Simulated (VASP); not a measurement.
# W (Im-3m) in VASP: a series of runs

One crystal, W, is run at these levels: PBE; tasks: single point.

Everything below comes from runs of VASP 6.6.1. Logs are shortened: lines on timing, memory, paths and dates and some standing lists are left out, and cuts for length are marked.

## 1. The structure

Symmetry: Im-3m, No. 229, cubic system. Conventional cell: a = 3.165 Å, b = 3.165 Å, c = 3.165 Å, α = 90.00°, β = 90.00°, γ = 90.00°. Around W (site symmetry m-3m) lie 8 W at 2.74 Å.

## 2. Single point, PBE

Contents of INCAR:

```
SYSTEM = W
ALGO = Fast
EDIFF = 1E-7
ENCUT = 350
GGA = PE
ISIF = 2
ISMEAR = 0
LASPH = .True.
LCHARG = .False.
LREAL = .False.
LWAVE = .False.
NBANDS = 13
NELM = 100
PREC = Accurate
SIGMA = 0.1
```

Contents of KPOINTS:

```
k-points
0
Gamma
  14 14 14
  0 0 0
```

Contents of POSCAR:

```
W
1.0
   -1.5823450000      1.5823450000      1.5823450000
    1.5823450000     -1.5823450000      1.5823450000
    1.5823450000      1.5823450000     -1.5823450000
W
1
Direct
    0.0000000000      0.0000000000      0.0000000000
```

Potentials or basis: VASP PAW PBE potentials, release 64 (W_sv).

Run with:

```
> cat potpaw_PBE.64/W_sv/POTCAR > POTCAR
> mpirun -np 1 vasp_std > vasp.out
```

OUTCAR:

```text
SYSTEM = W
   EDIFF = 1E-7
   ENCUT = 350
   GGA = PE
   ISIF = 2
   ISMEAR = 0
   LASPH = .True.
   LREAL = .False.
   NELM = 100
   PREC = Accurate

 ion  position               nearest neighbor table
   1  0.000  0.000  0.000-

  LATTYP: Found a body centered cubic cell.
 ALAT       =     3.1646900000

  Lattice vectors:

 A1 = (  -1.5823450000,   1.5823450000,   1.5823450000)
 A2 = (   1.5823450000,  -1.5823450000,   1.5823450000)
 A3 = (   1.5823450000,   1.5823450000,  -1.5823450000)

Analysis of symmetry for initial positions (statically):
=====================================================================
 Subroutine PRICEL returns:
 Original cell was already a primitive cell.

 Routine SETGRP: Setting up the symmetry group for a
 body centered cubic supercell.

 Subroutine GETGRP returns: Found 48 space group operations
 (whereof 48 operations were pure point group operations)
 out of a pool of 48 trial point group operations.

The static configuration has the point symmetry O_h .

Analysis of symmetry for dynamics (positions and initial velocities):
=====================================================================
 Subroutine PRICEL returns:
 Original cell was already a primitive cell.

 Routine SETGRP: Setting up the symmetry group for a
 body centered cubic supercell.

 Subroutine GETGRP returns: Found 48 space group operations
 (whereof 48 operations were pure point group operations)
 out of a pool of 48 trial point group operations.

The dynamic configuration has the point symmetry O_h .

 Subroutine INISYM returns: Found 48 space group operations
 (whereof 48 operations are pure point group operations),
 and found     1 'primitive' translations

----------------------------------------------------------------------------------------

                                     Primitive cell

  volume of cell :      15.8476

  direct lattice vectors                    reciprocal lattice vectors
    -1.582345000  1.582345000  1.582345000     0.000000000  0.315986716  0.315986716
     1.582345000 -1.582345000  1.582345000     0.315986716  0.000000000  0.315986716
     1.582345000  1.582345000 -1.582345000     0.315986716  0.315986716  0.000000000

  length of vectors
     2.740701935  2.740701935  2.740701935     0.446872699  0.446872699  0.446872699

  position of ions in fractional coordinates (direct lattice)
     0.000000000  0.000000000  0.000000000

  ion indices of the primitive-cell ions
   primitive index   ion index
                 1           1

----------------------------------------------------------------------------------------

 KPOINTS: k-points

Automatic generation of k-mesh.
 Grid dimensions read from file:
 generate k-points for:   14   14   14

 Generating k-lattice:

  Cartesian coordinates                     Fractional coordinates (reciprocal lattice)
     0.000000000  0.022570480  0.022570480     0.071428571  0.000000000  0.000000000
     0.022570480  0.000000000  0.022570480     0.000000000  0.071428571  0.000000000
     0.022570480  0.022570480  0.000000000     0.000000000  0.000000000  0.071428571

  Length of vectors
     0.031919479  0.031919479  0.031919479

  Shift w.r.t. Gamma in fractional coordinates (k-lattice)
     0.000000000  0.000000000  0.000000000

 Subroutine IBZKPT returns following result:
 ===========================================

 Found    104 irreducible k-points:

 Following reciprocal coordinates:
            Coordinates               Weight
  0.000000  0.000000  0.000000      1.000000
  0.071429  0.000000  0.000000     12.000000
  0.142857  0.000000  0.000000     12.000000
  0.214286  0.000000  0.000000     12.000000
  0.285714  0.000000  0.000000     12.000000
  0.357143  0.000000  0.000000     12.000000
[... 16 lines left out ...]
  0.285714  0.285714  0.000000     24.000000
  0.357143  0.285714  0.000000     24.000000
 [... further k-points ...]
   k-points           NKPTS =    104   k-points in BZ     NKDIM =    104   number of bands    NBANDS=     13
   number of dos      NEDOS =    301   number of ions     NIONS =      1
   total plane-waves  NPLWV =   5832
   dimension x,y,z NGX =    18 NGY =   18 NGZ =   18
   dimension x,y,z NGXF=    36 NGYF=   36 NGZF=   36
   ions per type =               1
   NGX,Y,Z   is equivalent  to a cutoff of  10.92, 10.92, 10.92 a.u.
   NGXF,Y,Z  is equivalent  to a cutoff of  21.84, 21.84, 21.84 a.u.
 SYSTEM =  W
   PREC   = accura    normal or accurate (medium, high low for compatibility)
   ISTART =      0    job   : 0-new  1-cont  2-samecut
   ICHARG =      2    charge: 1-file 2-atom 10-const
   ISPIN  =      1    spin polarized calculation?
   LNONCOLLINEAR =      F non collinear calculations
   LSORBIT =      F    spin-orbit coupling
   LASPH  =      T    aspherical Exc in radial PAW
   ENCUT  =  350.0 eV  25.72 Ry    5.07 a.u.   4.18  4.18  4.18*2*pi/ulx,y,z
   NELM   =    100;   NELMIN=  2; NELMDL= -5     # of ELM steps
   EDIFF  = 0.1E-06   stopping-criterion for ELM
   LREAL  =      F    real-space projection
   EDIFFG = 0.1E-05   stopping-criterion for IOM
   NSW    =      0    number of steps for IOM
   IBRION =     -1    ionic relax: 0-MD 1-quasi-New 2-CG
   NFREE  =      0    steps in history (QN), initial steepest desc. (CG)
   ISIF   =      2    stress and relaxation
   ISYM   =      2    0-nonsym 1-usesym 2-fastsym
   POTIM  = 0.5000    time-step for ionic-motion
   TEBEG  =    0.0;   TEEND  =   0.0 temperature during run
   PSTRESS=    0.0 pullay stress
   NELECT =      14.0000    total number of electrons
   NUPDOWN=      -1.0000    fix difference up-down
   EMIN   =  10.00;   EMAX   =-10.00  energy-range for DOS
   EFERMI =   0.00;   METHOD = LEGACY
   ISMEAR =     0;   SIGMA  =   0.10  broadening in eV -4-tet -1-fermi 0-gaus
   EFERMI_NEDOS =   21; number of points for ismear=-14 and -15
   IALGO  =     68    algorithm
   IMIX   =      4    mixing-type and parameters
     AMIX     =   0.40;   BMIX     =  1.00
     AMIX_MAG =   1.60;   BMIX_MAG =  1.00
  volume/ion in A,a.u.               =      15.85       106.94
  Fermi-wavevector in a.u.,A,eV,Ry     =   1.570832  2.968442 33.572544  2.467512
  Thomas-Fermi vector in A             =   2.672506
   LORBIT       =      0    0 simple, 1 ext, 2 COOP (PROOUT), +10 PAW based schemes
   GGA     = PE    functional components
   LHFCALC =     F    Hartree Fock is set to
   AEXX    =    0.0000 exact exchange contribution
   IVDW    =     0    specifies the selected vdW correction
   LEPSILON=     F    determine dielectric tensor
   LRPA    =     F    only Hartree local field effects (RPA)
 non-spin polarized calculation
 RMM-DIIS sequential band-by-band and
 Gauss-broadening in eV      SIGMA  =   0.10
  energy-cutoff  :      350.00
  volume of cell :       15.85
 maximum number of plane-waves:       244
 NGX is ok and might be reduce to    18
   NGX =  9   NGY =  9   NGZ =  9

 number of electron      14.0000001 magnetization

 Free energy of the ion-electron system (eV)
  ---------------------------------------------------
  ext. energy  EPLUGINS =         0.00000000
  ---------------------------------------------------
  free energy    TOTEN  =       -12.94108013 eV

  energy without entropy =      -12.93693796  energy(sigma->0) =      -12.93900904

 E-fermi :  11.5439     XC(G=0): -13.6451

 val. band max:       11.5408658908   @ k =  -0.4286   0.5000   0.2857
 cond. band min:      11.5748767661   @ k =   0.5000   0.5000   0.2857
 fundamental gap:      0.0340108753
 Fermi energy:        11.5439440533

 k-point     1 :       0.0000    0.0000    0.0000
  band No.  band energies     occupation
      1     -62.7485      2.00000
      2     -26.3089      2.00000
      3     -26.3089      2.00000
      4     -26.3089      2.00000
      5       1.8085      2.00000
      6      10.2123      2.00000
      7      10.2123      2.00000
      8      10.2123      2.00000
      9      13.7054      0.00000
     10      13.7054      0.00000
     11      25.9673      0.00000
     12      25.9673      0.00000
     13      25.9673      0.00000

 k-point     2 :       0.0714    0.0000    0.0000
  band No.  band energies     occupation
      1     -62.7420      2.00000
      2     -26.3779      2.00000
      3     -26.3305      2.00000
      4     -26.3093      2.00000
      5       2.0550      2.00000
      6      10.0627      2.00000
      7      10.1758      2.00000
      8      10.4504      2.00000
      9      13.4723      0.00000
     10      13.7070      0.00000
     11      26.1756      0.00000
     12      26.3866      0.00000
     13      26.5658      0.00000

 k-point     3 :       0.1429    0.0000    0.0000
  band No.  band energies     occupation
      1     -62.7234      2.00000
      2     -26.5680      2.00000
      3     -26.3903      2.00000
      4     -26.3102      2.00000
      5       2.7475      2.00000
      6       9.6700      2.00000
      7      10.0038      2.00000
      8      11.1529      2.00000
      9      13.0810      0.00000
     10      13.7312      0.00000
     11      26.6150      0.00000
     12      27.5840      0.00000
     13      27.9112      0.00000
[... 305 lines left out ...]
 k-point    23 :       0.2857    0.2857    0.0000
  band No.  band energies     occupation
      1     -62.6024      2.00000
      2     -27.3480      2.00000
      3     -27.0070      2.00000
      4     -26.4639      2.00000
      5       6.8931      2.00000
      6       8.2780      2.00000
      7       9.2700      2.00000
      8      13.6811      0.00000
      9      14.5304      0.00000
     10      20.2205      0.00000
     11      20.7742      0.00000
     12      24.7797      0.00000
     13      28.0969      0.00000

 k-point    24 :       0.3571    0.2857    0.0000
  band No.  band energies     occupation
      1     -62.5982      2.00000
      2     -27.2991      2.00000
      3     -27.1028      2.00000
      4     -26.4708      2.00000
      5       6.9936      2.00000
      6       8.4420      2.00000
      7       9.1503      2.00000
      8      13.9339      0.00000
      9      14.5326      0.00000
     10      19.7961      0.00000
     11      21.6644      0.00000
     12      23.7151      0.00000
     13      28.5829      0.00000

 [... further k-points ...]

------------------------ aborting loop because EDIFF is reached ----------------------------------------

  FORCE on cell =-STRESS in cart. coord.  units (eV):
  Direction    XX          YY          ZZ          XY          YZ          ZX
  --------------------------------------------------------------------------------------
  -------------------------------------------------------------------------------------
  Total        0.6208795      0.6208795      0.6208795     -0.0000000     -0.0000000      0.0000000
  in kB       62.7703216     62.7703216     62.7703216     -0.0000000     -0.0000000      0.0000000
  external PRESSURE =      62.7703216 kB  Pullay stress =       0.0000000 kB

 VOLUME and BASIS-vectors are now :
 -----------------------------------------------------------------------------
  energy-cutoff  :      350.00
  volume of cell :       15.85
      direct lattice vectors                 reciprocal lattice vectors
    -1.582345000  1.582345000  1.582345000     0.000000000  0.315986716  0.315986716
     1.582345000 -1.582345000  1.582345000     0.315986716  0.000000000  0.315986716
     1.582345000  1.582345000 -1.582345000     0.315986716  0.315986716  0.000000000

 POSITION                                       TOTAL-FORCE (eV/Angst)
 -----------------------------------------------------------------------------------
      0.00000      0.00000      0.00000         0.000000     -0.000000      0.000000
 -----------------------------------------------------------------------------------
    total drift:                                0.000000     -0.000000      0.000000

  FREE ENERGIE OF THE ION-ELECTRON SYSTEM (eV)
  ---------------------------------------------------
  free  energy   TOTEN  =       -12.9410801313 eV

  energy  without entropy=      -12.9369379582  energy(sigma->0) =      -12.93900904
```

Wall time 18 s (1 thread of AMD EPYC 7R43 (Zen 3), shared host); peak memory 0.09 GiB.

Results:

```yaml
Free_energy: -12.9411 eV
Pressure: 6.3 GPa
Band_gap_on_the_k_mesh: none (metal or under the smearing width)
```

Levels at points of the mesh, in eV from the Fermi level:
| k point | band 5 | band 6 | band 7 | band 8 | band 9 | band 10 |
| --- | --- | --- | --- | --- | --- | --- |
| (0.00, 0.00, 0.00) | -9.74 | -1.33 | -1.33 | -1.33 | 2.16 | 2.16 |
| (0.50, 0.00, 0.00) | -6.38 | -3.67 | 0.58 | 2.05 | 3.03 | 6.05 |
| (0.50, 0.50, 0.50) | -5.93 | -5.93 | 5.06 | 5.06 | 5.06 | 8.15 |

Spin-orbit coupling is left out, which matters for the levels of W.

## 3. Single point, PBE

INCAR, as its differences from that of step 2:

```diff
@@ -3,3 +3,3 @@
 EDIFF = 1E-7
-ENCUT = 350
+ENCUT = 400
 GGA = PE
```

KPOINTS is that of step 2.

POSCAR is that of step 2.

Potentials or basis: VASP PAW PBE potentials, release 64 (W_sv).

Run with:

```
> cat potpaw_PBE.64/W_sv/POTCAR > POTCAR
> mpirun -np 1 vasp_std > vasp.out
```

It took 22 s on 1 thread of AMD EPYC 7R43 (Zen 3), shared host; peak memory 0.09 GiB.

The run converged. Its results:

```yaml
Free_energy: -12.9420 eV
Pressure: 6.6 GPa
Band_gap_on_the_k_mesh: none (metal or under the smearing width)
```

Levels at points of the mesh, in eV from the Fermi level:
```
           k point  band 4  band 5  band 6  band 7  band 8  band 9  band 10  band 11
(0.00, 0.00, 0.00)  -37.85   -9.73   -1.33   -1.33   -1.33    2.16     2.16    14.42
(0.50, 0.00, 0.00)  -37.86   -6.38   -3.67    0.58    2.05    3.03     6.05    10.99
(0.50, 0.50, 0.50)  -38.76   -5.93   -5.93    5.06    5.06    5.06     8.15     8.15
```

The run has no spin-orbit coupling, so splittings on W are missing.

## 4. Single point, PBE

INCAR, as its differences from that of step 3:

```diff
@@ -3,3 +3,3 @@
 EDIFF = 1E-7
-ENCUT = 400
+ENCUT = 450
 GGA = PE
```

KPOINTS is that of step 3.

POSCAR is that of step 3.

Run with:

```
> cat potpaw_PBE.64/W_sv/POTCAR > POTCAR
> mpirun -np 1 vasp_std > vasp.out
```

It took 27 s on 1 thread of AMD EPYC 7R43 (Zen 3), shared host; peak memory 0.1 GiB.

Results (log left out):

```yaml
Free_energy: -12.9419 eV
Pressure: 6.7 GPa
Band_gap_on_the_k_mesh: none (metal or under the smearing width)
```

Levels at points of the mesh, in eV from the Fermi level:
```csv
k point,band 4,band 5,band 6,band 7,band 8,band 9,band 10,band 11
"(0.00, 0.00, 0.00)",-37.85,-9.73,-1.33,-1.33,-1.33,2.16,2.16,14.42
"(0.50, 0.00, 0.00)",-37.86,-6.38,-3.67,0.58,2.05,3.03,6.05,10.99
"(0.50, 0.50, 0.50)",-38.76,-5.93,-5.93,5.06,5.06,5.06,8.15,8.15
```

## 5. Overview

```tsv
cutoff (eV)	gap on the mesh (eV)	pressure (GPa)
350	none	6.3
400	none	6.6
450	none	6.7
```

Alike in all rows: task single point; level PBE; potentials or basis VASP PAW PBE potentials, release 64 (W_sv); no spin polarisation; cell as given; k mesh 14 × 14 × 14; smearing gaussian 0.1 eV.

Every run on the cell as given and a fine mesh finds a metal.

Absolute energies hang on the potentials; compare differences alone.
